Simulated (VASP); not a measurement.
The system is Te2Mo.

```
CELL_PARAMETERS angstrom
3.51820 0.00000 0.00000
-1.75910 3.04685 0.00000
0.00000 0.00000 13.97360
ATOMIC_POSITIONS crystal
Te 0.66667 0.33333 0.37900
Te 0.33333 0.66667 0.87900
Te 0.66667 0.33333 0.12100
Te 0.33333 0.66667 0.62100
Mo 0.66667 0.33333 0.75000
Mo 0.33333 0.66667 0.25000
```

| Quantity | Value |
| --- | --- |
| Program | VASP 6.6.1 |
| Task | relaxation of cell and atoms |
| Functional | LDA |
| Potentials or basis | VASP PAW LDA potentials, release 64 (Te, Mo_sv) |
| Cutoff | 600 eV |
| k mesh | 9 × 9 × 2 |
| Occupations | fermi-dirac, width 0.05 eV |
| Spin | no spin polarisation |

At the start: pressure -2.8 GPa; volume 24.96 Å³/atom.

Where does the relaxation end?

Over 14 steps the energy falls by 6.8 meV/atom and the volume is 24.01 Å³/atom (-3.8 %); space group P6_3/mmc (No. 194, to 0.05 Å).

The path:
```tsv
step	energy change (eV)	largest force (eV/Å)	pressure (GPa)	volume (Å³)
1	0.0000	0.2404	-2.81	149.79
2	0.0701	0.8880	5.25	140.50
3	-0.0332	0.1397	-0.14	146.34
4	-0.0332	0.1475	-0.09	146.27
5	-0.0381	0.0643	-0.03	145.56
6	-0.0383	0.0422	-0.02	145.37
7	-0.0389	0.0303	-0.06	145.28
8	-0.0399	0.0038	-0.22	145.02
9	-0.0398	0.0722	-0.52	144.49
10	-0.0403	0.0347	-0.35	144.78
11	-0.0405	0.0280	-0.31	144.66
12	-0.0409	0.0075	-0.14	144.30
13	-0.0406	0.0325	0.21	143.59
14	-0.0409	0.0065	-0.01	144.05
```

Final structure:
```
Te Mo
1.0
     3.47556    0.00000    0.00000
    -1.73778    3.00993    0.00000
     0.00000    0.00000   13.77022
Te Mo
4 2
Direct
  0.66667 0.33333 0.38060
  0.33333 0.66667 0.88060
  0.66667 0.33333 0.11940
  0.33333 0.66667 0.61940
  0.66667 0.33333 0.75000
  0.33333 0.66667 0.25000
```
